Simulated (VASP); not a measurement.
# SrTiO3 (Tausonite) (Pm-3m) in VASP: further runs

One crystal, SrTiO3 (Tausonite), is run at these levels: RPBE, PBE, PBEsol; tasks: relaxation of cell and atoms.

Everything below comes from runs of VASP 6.6.1. Logs are shortened: lines on timing, memory, paths and dates and some standing lists are left out, and cuts for length are marked.

### 1 The crystal as given

It takes space group Pm-3m (No. 221, cubic). The conventional cell has a = 3.976 Å, b = 3.976 Å, c = 3.976 Å, α = 90.00°, β = 90.00°, γ = 90.00°. Around Sr (site symmetry m-3m) lie 12 O at 2.81 Å. Ti (site symmetry m-3m) is surrounded by 6 O at 1.99 Å. O (site symmetry 4/mmm) is surrounded by 2 Ti at 1.99 Å.

### 2 Relaxation of cell and atoms, RPBE

INCAR reads:

```
SYSTEM = SrTiO3
PREC     = Accurate       ! precision mode
ENCUT    = 600            ! plane-wave cutoff, eV
EDIFF    = 1E-7           ! SCF threshold, eV
ISMEAR   = 0              ! smearing method
SIGMA    = 0.03           ! smearing width, eV
LREAL    = .FALSE.        ! projectors in reciprocal space
LASPH    = .TRUE.         ! aspherical terms in the spheres
NELM     = 80             ! most SCF steps
ALGO     = Normal         ! electronic algorithm
ISIF     = 3              ! what is computed and relaxed
LWAVE    = .FALSE.        ! write WAVECAR
LCHARG   = .FALSE.        ! write CHGCAR
GGA      = RP             ! functional
IBRION   = 2              ! ionic algorithm
NSW      = 90             ! ionic steps
EDIFFG   = -0.005         ! ionic threshold
```

KPOINTS reads:

```
regular mesh
0
G
  8 8 8
  0 0 0
```

POSCAR reads:

```
SrTiO3                                  
1.0
    3.9758744456      0.0000000000      0.0000000000
   -0.0000000000      3.9758744456      0.0000000000
    0.0000000000     -0.0000000000      3.9758744456
  Sr              Ti              O             
     1     1     3
Direct
     0.5000000000000000    0.5000000000000000    0.5000000000000000
     0.0000000000000000    0.0000000000000000    0.0000000000000000
     0.5000000000000000    0.0000000000000000    0.0000000000000000
     0.0000000000000000    0.5000000000000000    0.0000000000000000
     0.0000000000000000    0.0000000000000000    0.5000000000000000
```

Potentials or basis: VASP PAW PBE potentials, release 64 (Sr_sv, Ti_sv, O).

On the command line:

```sh
cat potpaw_PBE.64/Sr_sv/POTCAR potpaw_PBE.64/Ti_sv/POTCAR potpaw_PBE.64/O/POTCAR > POTCAR
mpirun -np 1 vasp_std > vasp.out
```

OUTCAR:

```text
SYSTEM = SrTiO3
   PREC = Accurate
   ENCUT = 600
   EDIFF = 1E-7
   ISMEAR = 0
   LREAL = .FALSE.
   LASPH = .TRUE.
   NELM = 80
   ISIF = 3
   GGA = RP
   IBRION = 2
   NSW = 90
   EDIFFG = -0.005

 ion  position               nearest neighbor table
   1  0.500  0.500  0.500-   3 2.81   4 2.81   5 2.81   3 2.81   4 2.81   3 2.81   5 2.81   3 2.81
                             4 2.81   5 2.81   4 2.81   5 2.81   2 3.44   2 3.44   2 3.44   2 3.44
   2  0.000  0.000  0.000-   3 1.99   4 1.99   5 1.99   5 1.99   4 1.99   3 1.99   1 3.44   1 3.44
                             1 3.44   1 3.44   1 3.44   1 3.44   1 3.44   1 3.44
   3  0.500  0.000  0.000-   2 1.99   2 1.99   1 2.81   1 2.81   1 2.81   1 2.81
   4  0.000  0.500  0.000-   2 1.99   2 1.99   1 2.81   1 2.81   1 2.81   1 2.81
   5  0.000  0.000  0.500-   2 1.99   2 1.99   1 2.81   1 2.81   1 2.81   1 2.81

  LATTYP: Found a simple cubic cell.
 ALAT       =     3.9758744456

  Lattice vectors:

 A1 = (   3.9758744456,   0.0000000000,   0.0000000000)
 A2 = (   0.0000000000,   3.9758744456,   0.0000000000)
 A3 = (   0.0000000000,   0.0000000000,   3.9758744456)

Analysis of symmetry for initial positions (statically):
=====================================================================
 Subroutine PRICEL returns:
 Original cell was already a primitive cell.

 Routine SETGRP: Setting up the symmetry group for a
 simple cubic supercell.

 Subroutine GETGRP returns: Found 48 space group operations
 (whereof 48 operations were pure point group operations)
 out of a pool of 48 trial point group operations.

The static configuration has the point symmetry O_h .

Analysis of symmetry for dynamics (positions and initial velocities):
=====================================================================
 Subroutine PRICEL returns:
 Original cell was already a primitive cell.

 Routine SETGRP: Setting up the symmetry group for a
 simple cubic supercell.

 Subroutine GETGRP returns: Found 48 space group operations
 (whereof 48 operations were pure point group operations)
 out of a pool of 48 trial point group operations.

The dynamic configuration has the point symmetry O_h .

 Subroutine INISYM returns: Found 48 space group operations
 (whereof 48 operations are pure point group operations),
 and found     1 'primitive' translations

----------------------------------------------------------------------------------------

                                     Primitive cell

  volume of cell :      62.8489

  direct lattice vectors                    reciprocal lattice vectors
     3.975874446  0.000000000  0.000000000     0.251516997  0.000000000  0.000000000
     0.000000000  3.975874446  0.000000000     0.000000000  0.251516997  0.000000000
     0.000000000  0.000000000  3.975874446     0.000000000  0.000000000  0.251516997

  length of vectors
     3.975874446  3.975874446  3.975874446     0.251516997  0.251516997  0.251516997

  position of ions in fractional coordinates (direct lattice)
     0.500000000  0.500000000  0.500000000
     0.000000000  0.000000000  0.000000000
     0.500000000  0.000000000  0.000000000
     0.000000000  0.500000000  0.000000000
     0.000000000  0.000000000  0.500000000

  ion indices of the primitive-cell ions
   primitive index   ion index
                 1           1
                 2           2
                 3           3
                 4           4
                 5           5

----------------------------------------------------------------------------------------

 KPOINTS: regular mesh

Automatic generation of k-mesh.
 Grid dimensions read from file:
 generate k-points for:    8    8    8

 Generating k-lattice:

  Cartesian coordinates                     Fractional coordinates (reciprocal lattice)
     0.031439625  0.000000000  0.000000000     0.125000000  0.000000000  0.000000000
     0.000000000  0.031439625  0.000000000     0.000000000  0.125000000  0.000000000
     0.000000000  0.000000000  0.031439625     0.000000000  0.000000000  0.125000000

  Length of vectors
     0.031439625  0.031439625  0.031439625

  Shift w.r.t. Gamma in fractional coordinates (k-lattice)
     0.000000000  0.000000000  0.000000000

 Subroutine IBZKPT returns following result:
 ===========================================

 Found     35 irreducible k-points:

 Following reciprocal coordinates:
            Coordinates               Weight
  0.000000  0.000000  0.000000      1.000000
  0.125000  0.000000  0.000000      6.000000
  0.250000  0.000000  0.000000      6.000000
  0.375000  0.000000  0.000000      6.000000
  0.500000  0.000000  0.000000      3.000000
  0.125000  0.125000  0.000000     12.000000
[... 16 lines left out ...]
  0.375000  0.375000  0.125000     24.000000
  0.500000  0.375000  0.125000     24.000000
 [... further k-points ...]
   k-points           NKPTS =     35   k-points in BZ     NKDIM =     35   number of bands    NBANDS=     24
   number of dos      NEDOS =    301   number of ions     NIONS =      5
   total plane-waves  NPLWV =  32768
   dimension x,y,z NGX =    32 NGY =   32 NGZ =   32
   dimension x,y,z NGXF=    64 NGYF=   64 NGZF=   64
   ions per type =               1   1   3
   NGX,Y,Z   is equivalent  to a cutoff of  13.38, 13.38, 13.38 a.u.
   NGXF,Y,Z  is equivalent  to a cutoff of  26.76, 26.76, 26.76 a.u.
 SYSTEM =  SrTiO3
   PREC   = accura    normal or accurate (medium, high low for compatibility)
   ISTART =      0    job   : 0-new  1-cont  2-samecut
   ICHARG =      2    charge: 1-file 2-atom 10-const
   ISPIN  =      1    spin polarized calculation?
   LNONCOLLINEAR =      F non collinear calculations
   LSORBIT =      F    spin-orbit coupling
   LASPH  =      T    aspherical Exc in radial PAW
   ENCUT  =  600.0 eV  44.10 Ry    6.64 a.u.   7.94  7.94  7.94*2*pi/ulx,y,z
   NELM   =     80;   NELMIN=  2; NELMDL= -5     # of ELM steps
   EDIFF  = 0.1E-06   stopping-criterion for ELM
   LREAL  =      F    real-space projection
   EDIFFG = -.5E-02   stopping-criterion for IOM
   NSW    =     90    number of steps for IOM
   IBRION =      2    ionic relax: 0-MD 1-quasi-New 2-CG
   NFREE  =      1    steps in history (QN), initial steepest desc. (CG)
   ISIF   =      3    stress and relaxation
   ISYM   =      2    0-nonsym 1-usesym 2-fastsym
   POTIM  = 0.5000    time-step for ionic-motion
   TEBEG  =    0.0;   TEEND  =   0.0 temperature during run
   PSTRESS=    0.0 pullay stress
   NELECT =      40.0000    total number of electrons
   NUPDOWN=      -1.0000    fix difference up-down
   EMIN   =  10.00;   EMAX   =-10.00  energy-range for DOS
   EFERMI =   0.00;   METHOD = LEGACY
   ISMEAR =     0;   SIGMA  =   0.03  broadening in eV -4-tet -1-fermi 0-gaus
   EFERMI_NEDOS =   21; number of points for ismear=-14 and -15
   IALGO  =     38    algorithm
   IMIX   =      4    mixing-type and parameters
     AMIX     =   0.40;   BMIX     =  1.00
     AMIX_MAG =   1.60;   BMIX_MAG =  1.00
  volume/ion in A,a.u.               =      12.57        84.83
  Fermi-wavevector in a.u.,A,eV,Ry     =   1.408193  2.661099 26.980454  1.983007
  Thomas-Fermi vector in A             =   2.530376
   LORBIT       =      0    0 simple, 1 ext, 2 COOP (PROOUT), +10 PAW based schemes
   GGA     = RP    functional components
   LHFCALC =     F    Hartree Fock is set to
   AEXX    =    0.0000 exact exchange contribution
   IVDW    =     0    specifies the selected vdW correction
   LEPSILON=     F    determine dielectric tensor
   LRPA    =     F    only Hartree local field effects (RPA)
 conjugate gradient relaxation of ions
 non-spin polarized calculation
 Gauss-broadening in eV      SIGMA  =   0.03
  energy-cutoff  :      600.00
  volume of cell :       62.85
 maximum number of plane-waves:      2176
 NGX is ok and might be reduce to    32
   NGX = 15   NGY = 15   NGZ = 15

--------------------------------------- Ionic step        1  -------------------------------------------

 number of electron      39.9999982 magnetization

 Free energy of the ion-electron system (eV)
  ---------------------------------------------------
  ext. energy  EPLUGINS =         0.00000000
  ---------------------------------------------------
  free energy    TOTEN  =       -38.12516324 eV

  energy without entropy =      -38.12516324  energy(sigma->0) =      -38.12516324

------------------------ aborting loop because EDIFF is reached ----------------------------------------

  FORCE on cell =-STRESS in cart. coord.  units (eV):
  Direction    XX          YY          ZZ          XY          YZ          ZX
  --------------------------------------------------------------------------------------
  -------------------------------------------------------------------------------------
  Total       -0.0434859     -0.0434859     -0.0434859      0.0000000     -0.0000000      0.0000000
  in kB       -1.1085654     -1.1085654     -1.1085654      0.0000000     -0.0000000      0.0000000
  external PRESSURE =      -1.1085654 kB  Pullay stress =       0.0000000 kB
[... 63 lines left out ...]
  energy  without entropy=      -38.1251714622  energy(sigma->0) =      -38.12517146

--------------------------------------- Ionic step        3  -------------------------------------------

 number of electron      39.9999982 magnetization

 Free energy of the ion-electron system (eV)
  ---------------------------------------------------
  ext. energy  EPLUGINS =         0.00000000
  ---------------------------------------------------
  free energy    TOTEN  =       -38.12517978 eV

  energy without entropy =      -38.12517978  energy(sigma->0) =      -38.12517978

 E-fermi :   4.1464     XC(G=0): -10.7472

 val. band max:        3.8951295169   @ k =   0.5000   0.5000   0.5000
 cond. band min:       5.6927541789   @ k =   0.0000   0.0000   0.0000
 fundamental gap:      1.7976246620
 Fermi energy:         4.1463767552

 k-point     1 :       0.0000    0.0000    0.0000
  band No.  band energies     occupation
      1     -52.9343      2.00000
      2     -29.1576      2.00000
      3     -29.0739      2.00000
      4     -29.0739      2.00000
      5     -29.0739      2.00000
      6     -13.4268      2.00000
[... 637 lines left out ...]
     23       7.7788      0.00000
     24       9.1784      0.00000

 [... further k-points ...]

------------------------ aborting loop because EDIFF is reached ----------------------------------------

  FORCE on cell =-STRESS in cart. coord.  units (eV):
  Direction    XX          YY          ZZ          XY          YZ          ZX
  --------------------------------------------------------------------------------------
  -------------------------------------------------------------------------------------
  Total        0.0010081      0.0010081      0.0010081     -0.0000000      0.0000000     -0.0000000
  in kB        0.0257178      0.0257178      0.0257178     -0.0000000      0.0000000     -0.0000000
  external PRESSURE =       0.0257178 kB  Pullay stress =       0.0000000 kB
[... 20 lines left out ...]
  FREE ENERGIE OF THE ION-ELECTRON SYSTEM (eV)
  ---------------------------------------------------
  free  energy   TOTEN  =       -38.1251797764 eV

  energy  without entropy=      -38.1251797764  energy(sigma->0) =      -38.12517978

 reached required accuracy - stopping structural energy minimisation
```

Wall time 54 s (1 thread of Intel Xeon 6975P-C (Granite Rapids), shared host); peak memory 0.23 GiB.

Results:

| Quantity | Value |
| --- | --- |
| Free energy | -38.1252 eV |
| Relaxed volume | 12.56 Å³/atom |
| Relaxed cell | a = 3.975 Å, b = 3.975 Å, c = 3.975 Å, α = 90.00°, β = 90.00°, γ = 90.00° |
| Space group after relaxing (to 0.05 Å) | Pm-3m (No. 221) |
| Energy gained by relaxing | 0.0 meV/atom |
| Ionic steps | 3 |
| Pressure after relaxing | 0.0 GPa |
| Band gap on the k mesh | 1.80 eV, indirect (least direct gap 2.18 eV) |

Final structure:
```xyz
5
Lattice="3.9749 0.0000 0.0000 0.0000 3.9749 0.0000 0.0000 0.0000 3.9749" Properties=species:S:1:pos:R:3 pbc="T T T"
Sr    1.9874    1.9874    1.9874
Ti    0.0000    0.0000    0.0000
O     1.9874    0.0000    0.0000
O     0.0000    1.9874    0.0000
O     0.0000    0.0000    1.9874
```

Levels at points of the mesh, in eV from the valence-band top:
```csv
k point,band 16,band 17,band 18,band 19,band 20,band 21,band 22,band 23,band 24
"(0.00, 0.00, 0.00)",-1.08,-1.08,-0.38,-0.38,-0.38,1.80,1.80,1.80,3.93
"(0.50, 0.00, 0.00)",-2.20,-2.20,-1.80,-0.72,-0.72,1.94,3.53,3.53,3.93
"(0.50, 0.50, 0.00)",-2.63,-1.74,-1.50,-1.50,-0.08,3.53,3.53,3.97,4.83
"(0.50, 0.50, 0.50)",-3.56,-3.56,0.00,0.00,0.00,4.15,4.15,4.15,6.80
```

Caveat: the PAW data sets were made with another functional, which shifts forces and pressure a little.

### 3 Relaxation of cell and atoms, PBE

This run uses another cell than the first one, of 11.91 Å³/atom, 0.948 times its volume.

INCAR reads:

```
SYSTEM = SrTiO3
ALGO = Normal ; EDIFF = 1E-6
EDIFFG = -0.01 ; ENCUT = 300
GGA = PE ; IBRION = 2
ISIF = 3 ; ISMEAR = 0
LASPH = .TRUE. ; LCHARG = .FALSE.
LREAL = .FALSE. ; LWAVE = .FALSE.
NELM = 80 ; NSW = 90
PREC = Accurate ; SIGMA = 0.03
```

KPOINTS reads:

```
k-points
0
G
  4 4 4
  0 0 0
```

POSCAR reads:

```
SrTiO3
1.0
    3.9052800000      0.0000000000      0.0000000000
    0.0000000000      3.9052800000      0.0000000000
    0.0000000000      0.0000000000      3.9052800000
Sr Ti O
1 1 3
Direct
    0.5000000000      0.5000000000      0.5000000000
    0.0000000000      0.0000000000      0.0000000000
    0.5000000000      0.0000000000      0.0000000000
    0.0000000000      0.5000000000      0.0000000000
    0.0000000000      0.0000000000      0.5000000000
```

Potentials or basis: VASP PAW PBE potentials, release 64 (Sr_sv, Ti_sv, O_s).

On the command line:

```sh
cat potpaw_PBE.64/Sr_sv/POTCAR potpaw_PBE.64/Ti_sv/POTCAR potpaw_PBE.64/O_s/POTCAR > POTCAR
mpirun -np 1 vasp_std > vasp.out
```

OUTCAR:

```text
SYSTEM = SrTiO3
   EDIFF = 1E-6
   EDIFFG = -0.01
   ENCUT = 300
   GGA = PE
   IBRION = 2
   ISIF = 3
   ISMEAR = 0
   LASPH = .TRUE.
   LREAL = .FALSE.
   NELM = 80
   NSW = 90
   PREC = Accurate

 ion  position               nearest neighbor table
   1  0.500  0.500  0.500-   3 2.76   4 2.76   5 2.76   3 2.76   4 2.76   3 2.76   5 2.76   3 2.76
                             4 2.76   5 2.76   4 2.76   5 2.76   2 3.38   2 3.38   2 3.38   2 3.38
   2  0.000  0.000  0.000-   3 1.95   4 1.95   5 1.95   5 1.95   4 1.95   3 1.95   1 3.38   1 3.38
                             1 3.38   1 3.38   1 3.38   1 3.38   1 3.38   1 3.38
   3  0.500  0.000  0.000-   2 1.95   2 1.95   1 2.76   1 2.76   1 2.76   1 2.76
   4  0.000  0.500  0.000-   2 1.95   2 1.95   1 2.76   1 2.76   1 2.76   1 2.76
   5  0.000  0.000  0.500-   2 1.95   2 1.95   1 2.76   1 2.76   1 2.76   1 2.76

  LATTYP: Found a simple cubic cell.
[... 183 lines left out ...]
  -------------------------------------------------------------------------------------
  Total        1.4450742      1.4450742      1.4450742      0.0000000     -0.0000000      0.0000000
  in kB       38.8726556     38.8726556     38.8726556      0.0000000     -0.0000000      0.0000000
  external PRESSURE =      38.8726556 kB  Pullay stress =       0.0000000 kB
[... 65 lines left out ...]
--------------------------------------- Ionic step        3  -------------------------------------------

 number of electron      39.9999927 magnetization

 Free energy of the ion-electron system (eV)
  ---------------------------------------------------
  ext. energy  EPLUGINS =         0.00000000
  ---------------------------------------------------
  free energy    TOTEN  =       -40.05396276 eV

  energy without entropy =      -40.05396276  energy(sigma->0) =      -40.05396276

 E-fermi :   4.5993     XC(G=0): -11.1751

 val. band max:        4.2980742128   @ k =   0.5000   0.5000   0.5000
 cond. band min:       6.0959410657   @ k =   0.0000   0.0000   0.0000
 fundamental gap:      1.7978668529
 Fermi energy:         4.5993263191

 k-point     1 :       0.0000    0.0000    0.0000
  band No.  band energies     occupation
      1     -52.2428      2.00000
      2     -28.5565      2.00000
      3     -28.5092      2.00000
      4     -28.5092      2.00000
      5     -28.5092      2.00000
      6     -13.0436      2.00000
[... 291 lines left out ...]
  FREE ENERGIE OF THE ION-ELECTRON SYSTEM (eV)
  ---------------------------------------------------
  free  energy   TOTEN  =       -40.0539627556 eV

  energy  without entropy=      -40.0539627556  energy(sigma->0) =      -40.05396276

 reached required accuracy - stopping structural energy minimisation
```

OSZICAR:

```text
N       E                     dE             d eps       ncg     rms          rms(c)
DAV:   1     0.324523986741E+03    0.32452E+03   -0.15916E+04   496   0.127E+03
DAV:   2    -0.316476078616E+02   -0.35617E+03   -0.35009E+03   584   0.426E+02
DAV:   3    -0.498244057856E+02   -0.18177E+02   -0.18162E+02   760   0.105E+02
[... 31 lines left out ...]
DAV:   6    -0.400538262949E+02   -0.74293E-03   -0.21543E-03   752   0.304E-01    0.158E-01
DAV:   7    -0.400539489436E+02   -0.12265E-03   -0.20766E-04   536   0.148E-01    0.456E-02
DAV:   8    -0.400539617094E+02   -0.12766E-04   -0.68775E-05   768   0.502E-02    0.975E-03
DAV:   9    -0.400539627450E+02   -0.10356E-05   -0.53527E-06   448   0.147E-02    0.616E-03
DAV:  10    -0.400539627556E+02   -0.10603E-07   -0.38556E-07   256   0.615E-03
   3 F= -.40053963E+02 E0= -.40053963E+02  d E =-.136132E-01
```

Wall time 11 s (1 thread of Intel Xeon 6975P-C (Granite Rapids), shared host); peak memory 0.14 GiB.

These settings aren't checked as converged: the numbers below hold their error.

Results:

| Item | Value |
| --- | --- |
| Free energy | -40.0540 eV |
| Relaxed volume | 12.14 Å³/atom |
| Relaxed cell | a = 3.930 Å, b = 3.930 Å, c = 3.930 Å, α = 90.00°, β = 90.00°, γ = 90.00° |
| Space group after relaxing (to 0.05 Å) | Pm-3m (No. 221) |
| Energy gained by relaxing | 2.7 meV/atom |
| Ionic steps | 3 |
| Band gap on the k mesh | 1.80 eV, indirect (least direct gap 2.18 eV) |

Caveat: the cutoff is under 1.25 times the usual one of these potentials, so pressure, stress and relaxed cells hold a basis-set (Pulay) error.

[end of part 1 of 2]
